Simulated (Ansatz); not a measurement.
WS2, a slab with vacuum:

```
CELL_PARAMETERS angstrom
3.18352 0.00000 0.00000
-1.59176 2.75701 0.00000
0.00000 0.00000 16.95058
ATOMIC_POSITIONS crystal
W 0.00000 0.00000 0.00000
S 0.33333 0.66667 0.09200
S 0.33333 0.66667 0.90800
```

Base run:

```yaml
Program: Ansatz 0.2.0
Functional: PBEsol
Potentials_or_basis: all-electron LAPW, scalar-relativistic
Cutoff: 259 eV (chosen from the basis error)
Basis_error_allowed: 0.002 eV/atom
k_mesh: 10 × 10 × 2
Occupations: fermi-dirac, width 0.05 eV
Spin: no spin polarisation
Hubbard_terms: W d U = 8 eV
```

Its results: band gap on the k mesh 1.32 eV, direct; largest force 0.112 eV/Å.

The run is repeated on the same cell with these changes: hubbard terms from W d U = 8 eV to W d U = 2 eV. What comes out?

Band gap on the k mesh 1.96 eV, indirect (least direct gap 2.08 eV); largest force 0.116 eV/Å.

Caveats: U is the effective U less J, on atomic orbitals that reach past the spheres; spin-orbit coupling is left out, which moves the levels of the heavy elements; the density of states is complete only up to the lowest level of the last band computed.

A k mesh can miss the band edges.
